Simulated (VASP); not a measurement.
# LiF (Griceite) (Fm-3m) in VASP: further runs

Runs on LiF (Griceite). Level: PBE. Tasks: single point.

Everything below comes from runs of VASP 6.6.1. Logs are shortened: lines on timing, memory, paths and dates and some standing lists are left out, and cuts for length are marked.

### Step 1. The structure

The structure is cubic, space group Fm-3m (No. 225). The conventional cell has a = 4.028 Å, b = 4.028 Å, c = 4.028 Å, α = 90.00°, β = 90.00°, γ = 90.00°. Around F (site symmetry m-3m) lie 6 Li at 2.01 Å. Li (site symmetry m-3m) has 6 F at 2.01 Å as nearest neighbours.

### Step 2. Single point, PBE

Input file INCAR:

```
SYSTEM = LiF
ALGO = Normal
EDIFF = 1E-6
ENCUT = 520
GGA = PE
ISIF = 2
ISMEAR = 0
LASPH = .TRUE.
LCHARG = .FALSE.
LREAL = .FALSE.
LWAVE = .FALSE.
NBANDS = 12
NELM = 80
PREC = Accurate
SIGMA = 0.05
```

Input file KPOINTS:

```
k-points
0
G
  11 11 11
  0 0 0
```

Input file POSCAR:

```
LiF
2.8482
    0.000000000000      0.707113264518      0.707113264518
    0.707113264518      0.000000000000      0.707113264518
    0.707113264518      0.707113264518      0.000000000000
F Li
1 1
Direct
    0.5000000000      0.5000000000      0.5000000000
    0.0000000000      0.0000000000      0.0000000000
```

Potentials or basis: VASP PAW PBE potentials, release 54 (F, Li_sv).

Started as:

```console
$ cat potpaw_PBE.54/F/POTCAR potpaw_PBE.54/Li_sv/POTCAR > POTCAR
$ mpirun -np 1 vasp_std > vasp.out
```

OUTCAR:

```text
SYSTEM = LiF
   EDIFF = 1E-6
   ENCUT = 520
   GGA = PE
   ISIF = 2
   ISMEAR = 0
   LASPH = .TRUE.
   LREAL = .FALSE.
   NELM = 80
   PREC = Accurate

 ion  position               nearest neighbor table
   1  0.500  0.500  0.500-   2 2.01   2 2.01   2 2.01   2 2.01   2 2.01   2 2.01
   2  0.000  0.000  0.000-   1 2.01   1 2.01   1 2.01   1 2.01   1 2.01   1 2.01

  LATTYP: Found a face centered cubic cell.
 ALAT       =     4.0280000000

  Lattice vectors:

 A1 = (   0.0000000000,   2.0140000000,   2.0140000000)
 A2 = (   2.0140000000,   0.0000000000,   2.0140000000)
 A3 = (   2.0140000000,   2.0140000000,   0.0000000000)

Analysis of symmetry for initial positions (statically):
=====================================================================
 Subroutine PRICEL returns:
 Original cell was already a primitive cell.

 Routine SETGRP: Setting up the symmetry group for a
 face centered cubic supercell.

 Subroutine GETGRP returns: Found 48 space group operations
 (whereof 48 operations were pure point group operations)
 out of a pool of 48 trial point group operations.

The static configuration has the point symmetry O_h .

Analysis of symmetry for dynamics (positions and initial velocities):
=====================================================================
 Subroutine PRICEL returns:
 Original cell was already a primitive cell.

 Routine SETGRP: Setting up the symmetry group for a
 face centered cubic supercell.

 Subroutine GETGRP returns: Found 48 space group operations
 (whereof 48 operations were pure point group operations)
 out of a pool of 48 trial point group operations.

The dynamic configuration has the point symmetry O_h .

 Subroutine INISYM returns: Found 48 space group operations
 (whereof 48 operations are pure point group operations),
 and found     1 'primitive' translations

----------------------------------------------------------------------------------------

                                     Primitive cell

  volume of cell :      16.3384

  direct lattice vectors                    reciprocal lattice vectors
     0.000000000  2.014000000  2.014000000    -0.248262165  0.248262165  0.248262165
     2.014000000  0.000000000  2.014000000     0.248262165 -0.248262165  0.248262165
     2.014000000  2.014000000  0.000000000     0.248262165  0.248262165 -0.248262165

  length of vectors
     2.848226115  2.848226115  2.848226115     0.430002683  0.430002683  0.430002683

  position of ions in fractional coordinates (direct lattice)
     0.500000000  0.500000000  0.500000000
     0.000000000  0.000000000  0.000000000

[... 110 lines left out ...]
   POTIM  = 0.5000    time-step for ionic-motion
   TEBEG  =    0.0;   TEEND  =   0.0 temperature during run
   PSTRESS=    0.0 pullay stress
   NELECT =      10.0000    total number of electrons
   NUPDOWN=      -1.0000    fix difference up-down
   EMIN   =  10.00;   EMAX   =-10.00  energy-range for DOS
   EFERMI =   0.00;   METHOD = LEGACY
   ISMEAR =     0;   SIGMA  =   0.05  broadening in eV -4-tet -1-fermi 0-gaus
   EFERMI_NEDOS =   21; number of points for ismear=-14 and -15
   IALGO  =     38    algorithm
   IMIX   =      4    mixing-type and parameters
     AMIX     =   0.40;   BMIX     =  1.00
     AMIX_MAG =   1.60;   BMIX_MAG =  1.00
  volume/ion in A,a.u.               =       8.17        55.13
  Fermi-wavevector in a.u.,A,eV,Ry     =   1.389970  2.626662 26.286674  1.932016
  Thomas-Fermi vector in A             =   2.513950
   LORBIT       =      0    0 simple, 1 ext, 2 COOP (PROOUT), +10 PAW based schemes
   GGA     = PE    functional components
   LHFCALC =     F    Hartree Fock is set to
   AEXX    =    0.0000 exact exchange contribution
   IVDW    =     0    specifies the selected vdW correction
   LEPSILON=     F    determine dielectric tensor
   LRPA    =     F    only Hartree local field effects (RPA)
 non-spin polarized calculation
 Gauss-broadening in eV      SIGMA  =   0.05
  energy-cutoff  :      520.00
  volume of cell :       16.34
 maximum number of plane-waves:       459
 NGX is ok and might be reduce to    24
   NGX = 11   NGY = 11   NGZ = 11

 number of electron      10.0000000 magnetization

 number of electron       9.9999992 magnetization

 Free energy of the ion-electron system (eV)
  ---------------------------------------------------
  ext. energy  EPLUGINS =         0.00000000
  ---------------------------------------------------
  free energy    TOTEN  =        -9.63756011 eV

  energy without entropy =       -9.63756011  energy(sigma->0) =       -9.63756011

 E-fermi :  -0.6426     XC(G=0):  -9.9825

 val. band max:       -1.0185741321   @ k =   0.0000   0.0000   0.0000
 cond. band min:       8.0685716516   @ k =   0.0000   0.0000   0.0000
 fundamental gap:      9.0871457838
 Fermi energy:        -0.6426233962

 k-point     1 :       0.0000    0.0000    0.0000
  band No.  band energies     occupation
      1     -41.9390      2.00000
      2     -20.9935      2.00000
      3      -1.0186      2.00000
      4      -1.0186      2.00000
      5      -1.0186      2.00000
      6       8.0686      0.00000
      7      22.9474      0.00000
      8      22.9474      0.00000
      9      22.9474      0.00000
     10      23.3054      0.00000
     11      23.3054      0.00000
     12      23.3054      0.00000
[... 571 lines left out ...]
 k-point    40 :      -0.4545    0.1818    0.0909
  band No.  band energies     occupation
      1     -41.8767      2.00000
      2     -20.4993      2.00000
      3      -3.3921      2.00000
      4      -1.8456      2.00000
      5      -1.3795      2.00000
      6      10.7393      0.00000
      7      15.0982      0.00000
      8      18.0246      0.00000
      9      18.1396      0.00000
     10      26.8863      0.00000
     11      28.7696      0.00000
     12      31.4748      0.00000

 [... further k-points ...]
[... 5 lines left out ...]
  --------------------------------------------------------------------------------------
  -------------------------------------------------------------------------------------
  Total        0.1684116      0.1684116      0.1684116      0.0000000      0.0000000      0.0000000
  in kB       16.5148283     16.5148283     16.5148283      0.0000000      0.0000000      0.0000000
  external PRESSURE =      16.5148283 kB  Pullay stress =       0.0000000 kB

 VOLUME and BASIS-vectors are now :
 -----------------------------------------------------------------------------
  energy-cutoff  :      520.00
  volume of cell :       16.34
      direct lattice vectors                 reciprocal lattice vectors
     0.000000000  2.014000000  2.014000000    -0.248262165  0.248262165  0.248262165
     2.014000000  0.000000000  2.014000000     0.248262165 -0.248262165  0.248262165
     2.014000000  2.014000000  0.000000000     0.248262165  0.248262165 -0.248262165

 POSITION                                       TOTAL-FORCE (eV/Angst)
 -----------------------------------------------------------------------------------
      2.01400      2.01400      2.01400        -0.000000      0.000000     -0.000000
      0.00000      0.00000      0.00000         0.000000     -0.000000      0.000000
 -----------------------------------------------------------------------------------
    total drift:                               -0.000000     -0.000000      0.000000

  FREE ENERGIE OF THE ION-ELECTRON SYSTEM (eV)
  ---------------------------------------------------
  free  energy   TOTEN  =        -9.6375601115 eV

  energy  without entropy=       -9.6375601115  energy(sigma->0) =       -9.63756011
```

It took 6.8 s on 1 thread of AMD EPYC 9R45 (Zen 5), shared host; peak memory 0.1 GiB.

What came out:

* Free energy: -9.6376 eV
* Band gap on the k mesh: 9.09 eV, direct

Caveat: the cutoff is under 1.25 times the usual one of these potentials, so pressure, stress and relaxed cells hold a basis-set (Pulay) error; an odd mesh through Γ misses points on the zone boundary, where band edges often lie.

### Step 3. Single point, PBE

Input file run.py:

```python
from ase.calculators.vasp import Vasp
from ase.dft.bandgap import bandgap
from ase.io import read

atoms = read('LiF.cif')
calc = Vasp(
    directory='calc',
    xc='pbe',
    pp='PBE',
    setups='recommended',
    pp_version='54',
    prec='Accurate',
    encut=520,
    ediff=1e-06,
    ismear=0,
    sigma=0.05,
    lreal=False,
    lasph=True,
    nelm=100,
    algo='Normal',
    isif=2,
    lwave=False,
    lcharg=True,
    lelf=True,
    lvhar=True,
    kpts=[11, 11, 11],
    gamma=True,
)
atoms.calc = calc

print('energy (eV):', atoms.get_potential_energy())
print('free energy (eV):', atoms.get_potential_energy(force_consistent=True))
print('forces (eV/A):')
print(atoms.get_forces())
print('stress (eV/A^3, Voigt):', atoms.get_stress())
print('Fermi level (eV):', calc.get_fermi_level())
gap, top, bottom = bandgap(calc)
print('band gap (eV):', gap, 'from (spin, k, band)', top, 'to', bottom)
```

Input file LiF.cif:

```cif
data_LiF
_cell_length_a 2.84822611
_cell_length_b 2.84822611
_cell_length_c 2.84822611
_cell_angle_alpha 60.00000000
_cell_angle_beta 60.00000000
_cell_angle_gamma 60.00000000
_space_group_name_H-M_alt 'P1'
_space_group_name_Hall 'P 1'
_space_group_IT_number 1
loop_
_space_group_symop_operation_xyz
'x,y,z'
loop_
_atom_site_label
_atom_site_type_symbol
_atom_site_symmetry_multiplicity
_atom_site_Wyckoff_symbol
_atom_site_fract_x
_atom_site_fract_y
_atom_site_fract_z
_atom_site_occupancy
F1 F 1 a 0.5000000000 0.5000000000 0.5000000000 1
Li1 Li 1 a 0.0000000000 0.0000000000 0.0000000000 1
```

Potentials or basis: VASP PAW PBE potentials, release 54 (F, Li_sv).

Started as:

```console
$ python run.py
```

Wall time 8.1 s (1 thread of AMD EPYC 9R45 (Zen 5), shared host); peak memory 0.1 GiB.

Results (log left out):

```yaml
Free_energy: -9.6376 eV
Band_gap_on_the_k_mesh: 9.09 eV, direct
```

Levels at points of the mesh, in eV from the valence-band top:
```csv
k point,band 3,band 4,band 5,band 6,band 7,band 8
"(0.00, 0.00, 0.00)",0.00,0.00,0.00,9.09,23.97,23.97
```

Caveat: the cutoff is under 1.25 times the usual one of these potentials, so pressure, stress and relaxed cells hold a basis-set (Pulay) error; an odd mesh through Γ misses points on the zone boundary, where band edges often lie.
